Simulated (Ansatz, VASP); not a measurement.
## Si in VASP and in Ansatz

```
Si
1.0
     0.00000    2.70097    2.70097
     2.70097    0.00000    2.70097
     2.70097    2.70097    0.00000
Si
2
Direct
  0.75000 0.75000 0.75000
  0.50000 0.50000 0.50000
```

Alike in both runs: task single point; functional LDA; k mesh 12 × 12 × 12; occupations gaussian, width 0.02 eV; no spin polarisation.

```csv
,VASP,Ansatz
version,VASP 6.6.1,Ansatz 0.2.0
potentials or method,"VASP PAW LDA potentials, release 64 (Si)","scalar-relativistic, plane waves, PAW"
plane-wave cutoff (eV),520,420
valence electrons in the cell,8,8
```

|  | VASP | Ansatz | Ansatz less VASP |
| --- | --- | --- | --- |
| gap on the k mesh at the Fermi level (eV) | 0.44 | 0.44 | +0.002 |
| least direct gap on the mesh (eV) | 2.53 | 2.53 | +0.002 |
| pressure (GPa) | 0.0 | 0.0 | -0.04 |
